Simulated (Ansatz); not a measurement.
# K: the cost of one run

Computed with Ansatz 0.2.0 (DFT PBE, scalar-relativistic, plane waves, PAW, unless a step names another level, unless a step's input says otherwise).

2 further runs of the same task are left out: 2 set aside as unsound or not needed. Runs told in other sessions of the task aren't counted.

### 1 Starting point

Symmetry: P6/mmm, No. 191, hexagonal system. The conventional cell has a = 7.552 Å, b = 7.552 Å, c = 4.517 Å, α = 90.00°, β = 90.00°, γ = 120.00°. Around K (site symmetry -6m2) lie 3 K at 4.36 Å.

Structure file:

```
CELL_PARAMETERS angstrom
7.55221 0.00000 0.00000
-3.77611 6.54041 0.00000
0.00000 0.00000 4.51699
ATOMIC_POSITIONS crystal
K 0.00000 0.00000 0.50000
K 0.33333 0.66667 0.00000
K 0.66667 0.33333 0.00000
```

It is the end of an earlier relaxation with the same method, from a generated guess; it is a trial structure. At a tolerance of 0.05 Å it has space group P6/mmm (No. 191); it has 74.37 Å³/atom, an uncorrected energy of +0.01 eV/atom over the standard state.

### 2 Bands, states and charges

File input.yaml:

```yaml
crystal:
  lattice:
    - [7.5522140013, 0.0, 0.0]
    - [-3.7761070006, 6.54040918, 0.0]
    - [0.0, 0.0, 4.5169896446]
  atoms:
    - { symbol: K, position: [0.0, 0.0, 0.5] }
    - { symbol: K, position: [0.3333333333, 0.6666666667, 0.0] }
    - { symbol: K, position: [0.6666666667, 0.3333333333, 0.0] }
basis:
  ecutwfc: 420
kpoints:
  mp_grid: { grid: [6, 6, 10] }
  band_path:
    path:
      - [[0.0, 0.0, 0.0], [0.5, 0.0, 0.0], [0.33333333, 0.33333333, 0.0], [0.0, 0.0, 0.0], [0.0, 0.0, 0.5], [0.5, 0.0, 0.5], [0.33333333, 0.33333333, 0.5], [0.0, 0.0, 0.5]]
      - [[0.5, 0.0, 0.5], [0.5, 0.0, 0.0]]
      - [[0.33333333, 0.33333333, 0.5], [0.33333333, 0.33333333, 0.0]]
    npoints: 14
hamiltonian:
  xc: pbe
scf:
  occupations: { method: gaussian, width: 0.1 }
  n_extra_bands: 7
output:
  forces: true
  stress: true
  eigenvalues: true
  populations: true
  dos: { projected: true, de: 0.02, nscf_kmesh: { grid: [8, 8, 12] } }
  bader: true
```

Command:

```
$ ansatz run input.yaml --threads 1 --pin off --max-ram 2560MiB --backend cpu --events-out ev --progress --plain --runs-dir out
```

Q: Estimate wall time and peak memory on 1 thread of Arm Neoverse N1, shared host.

About 72 s, with a peak of 0.61 GiB.
